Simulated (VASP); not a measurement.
The system is Os.

```xyz
1
Lattice="0.0000 1.9450 1.9450 1.9450 0.0000 1.9450 1.9450 1.9450 0.0000" Properties=species:S:1:pos:R:3 pbc="T T T"
Os    0.0000    0.0000    0.0000
```

This isn't the form of Os at room conditions, which is hcp.

| Quantity | Value |
| --- | --- |
| Program | VASP 6.6.1 |
| Task | relaxation of cell and atoms |
| Functional | r2SCAN |
| Dispersion | D3(BJ) |
| Potentials or basis | VASP PAW PBE potentials, release 64 (Os) |
| Cutoff | 600 eV |
| k mesh | 12 × 12 × 12 |
| Occupations | methfessel-paxton, width 0.1 eV |
| Spin | no spin polarisation |

At the start: pressure -19.9 GPa; volume 14.72 Å³/atom.

Q: Where does the relaxation end?

A: Over 5 steps the energy falls by 48.3 meV/atom and the volume is 13.98 Å³/atom (-5.0 %); space group Fm-3m (No. 225, to 0.05 Å).

Step by step:
| step | energy change (eV) | largest force (eV/Å) | pressure (GPa) | volume (Å³) |
| --- | --- | --- | --- | --- |
| 1 | 0.0000 | 0.0000 | -19.90 | 14.72 |
| 2 | 1.1505 | 0.0000 | 168.87 | 11.16 |
| 3 | -0.0478 | 0.0000 | -2.24 | 14.05 |
| 4 | -0.0483 | 0.0000 | -0.68 | 14.00 |
| 5 | -0.0483 | 0.0000 | 0.00 | 13.98 |

Final structure:
```xyz
1
Lattice="0.0000 1.9119 1.9119 1.9119 0.0000 1.9119 1.9119 1.9119 0.0000" Properties=species:S:1:pos:R:3 pbc="T T T"
Os    0.0000    0.0000    0.0000
```

Caveat: the PAW data sets were made with another functional, which shifts forces and pressure a little; pairwise dispersion overbinds metals, which lowers pressure and volume.
